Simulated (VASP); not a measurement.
TaS2:

```
CELL_PARAMETERS angstrom
3.35000 0.00000 0.00000
-1.67500 2.90119 0.00000
0.00000 0.00000 5.86000
ATOMIC_POSITIONS crystal
Ta 0.00000 0.00000 0.00000
S 0.66667 0.33333 0.75000
S 0.33333 0.66667 0.25000
```

| Item | Value |
| --- | --- |
| Program | VASP 6.6.1 |
| Task | relaxation of cell and atoms |
| Functional | PBE |
| Dispersion | rVV10 |
| Potentials or basis | VASP PAW PBE potentials, release 64 (Ta_pv, S) |
| Cutoff | 600 eV |
| k mesh | 9 × 9 × 5 |
| Occupations | fermi-dirac, width 0.05 eV |
| Spin | no spin polarisation |

At the start: pressure 7.9 GPa; volume 18.98 Å³/atom.

Where does the relaxation end?

Over 9 steps the energy falls by 35.9 meV/atom and the volume is 19.64 Å³/atom (+3.5 %); space group P-3m1 (No. 164, to 0.05 Å).

The path:
```csv
step,energy change (eV),largest force (eV/Å),pressure (GPa),volume (Å³)
1,0.0000,1.3258,7.95,56.95
2,0.2091,1.6799,-12.30,65.06
3,-0.0993,0.0722,-0.97,59.71
4,-0.0994,0.1155,-0.67,59.60
5,-0.1070,0.0270,-0.29,59.16
6,-0.1078,0.0105,-0.13,58.98
7,-0.1078,0.0129,-0.11,58.97
8,-0.1078,0.0285,0.19,58.85
9,-0.1078,0.0039,0.01,58.92
```

Final structure:
```yaml
crystal:
  lattice:
    - [3.35613, 0.00000, 0.00000]
    - [-1.67807, 2.90650, 0.00000]
    - [0.00000, 0.00000, 6.04016]
  atoms:
    - { symbol: Ta, position: [0.00000, 0.00000, 0.00000] }
    - { symbol: S, position: [0.66667, 0.33333, 0.74442] }
    - { symbol: S, position: [0.33333, 0.66667, 0.25558] }
```
